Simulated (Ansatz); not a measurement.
The system is BAs.

```
CELL_PARAMETERS angstrom
2.95701 0.00000 0.00000
0.00000 2.95701 0.00000
0.00000 0.00000 2.95701
ATOMIC_POSITIONS crystal
B 0.50000 0.50000 0.50000
As 0.00000 0.00000 0.00000
```

The cell was built by a generator and needn't be a form met in nature.

| Item | Value |
| --- | --- |
| Program | Ansatz 0.2.0 |
| Task | relaxation of cell and atoms |
| Functional | PBE0 |
| Potentials or basis | Ansatz PAW |
| Cutoff | 420 eV (not typed: the program's choice for these potentials) |
| k mesh | 5 × 5 × 5 |
| Occupations | fermi-dirac, width 0.05 eV |
| Spin | no spin polarisation |

At the start: volume 12.93 Å³/atom.

Problem. Where does the relaxation end?

Solution. It ends after 7 steps and the volume is 11.88 Å³/atom (-8.1 %); space group Pm-3m (No. 221, to 0.05 Å).

The path:
| step | energy change (eV) | largest force (eV/Å) | volume (Å³) |
| --- | --- | --- | --- |
| 1 | 0.0000 | 0.0000 | 25.86 |
| 2 | -0.0599 | 0.0000 | 23.19 |
| 3 | -0.0658 | 0.0000 | 23.91 |
| 4 | -0.0663 | 0.0000 | 23.78 |
| 5 | -0.0652 | 0.0000 | 23.78 |
| 6 | -0.0652 | 0.0000 | 23.77 |
| 7 | -0.0652 | 0.0000 | 23.77 |

Final structure:
```
CELL_PARAMETERS angstrom
2.87520 0.00000 0.00000
0.00000 2.87520 0.00000
0.00000 0.00000 2.87520
ATOMIC_POSITIONS crystal
B 0.50000 0.50000 0.50000
As 0.00000 0.00000 0.00000
```

Caveat: the k mesh is coarse (spacing up to 0.42 Å⁻¹), so the values aren't converged, least of all with exact exchange; the plane-wave basis is chosen anew once the cell has moved, so the energies of steps on either side of that aren't comparable; the PAW data sets come from PBE, with cores solved anew for the run's functional, which leaves a small shift of forces and pressure.
